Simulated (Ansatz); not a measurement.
**Lattice dynamics at Γ of KF (wurtzite)**

Perturbation theory with PBEsol in the plane-wave code Ansatz on the PBEsol cell, ground state and force constants on a 6×6×4 mesh. The calculation is spin-unpolarised, and the structure need not be a phase that has been made.

The symmetry is P6_3/mmc (No. 194, hexagonal); conventional cell a = 4.468 Å, c = 5.260 Å, 22.73 Å³ an atom. K is surrounded by 5 F at 2.58–2.63 Å; F is surrounded by 5 K at 2.58–2.63 Å. The cell started from the wurtzite prototype, but the relaxation took it to the higher symmetry P6_3/mmc (No. 194), so the name no longer describes it.

```xyz
4
Lattice="4.4679 0.0000 0.0000 -2.2340 3.8693 0.0000 0.0000 0.0000 5.2603" Properties=species:S:1:pos:R:3 pbc="T T T"
K     0.0000    2.5795   -0.3288
K     2.2340    1.2898    2.3014
F     0.0000    2.5795    2.3014
F     2.2340    1.2898    4.9315
```

Optical modes without the longitudinal term:
```tsv
ω (cm⁻¹)	degeneracy	IR intensity, summed over the level ((D/Å)²/amu)
91	2	0.00
156	1	0.00
188	1	4.88
204	2	0.00
206	2	8.17
206	1	0.00
```

The zone-centre optical frequencies run from 91 to 206 cm⁻¹, none imaginary (the rest of the zone wasn't tested). With the long-range field the highest mode reaches 312 cm⁻¹. Of the real levels 2 are infrared active, the strongest at 206 cm⁻¹.

The clamped-ion dielectric constant comes out as 1.81 along x and y, 1.85 along z. With the ions relaxed, ε⁰ is 4.1 along x and y, 5.1 along z. Born charges, averaged over directions: K +1.10, F -1.10 e.

For comparison, on the r2SCAN cell the mean ε∞ is 1.76 with r2SCAN (ground state on 6×6×4; least gap 5.96 eV), 1.81 with PBE (ground state on 6×6×4; least gap 5.38 eV).
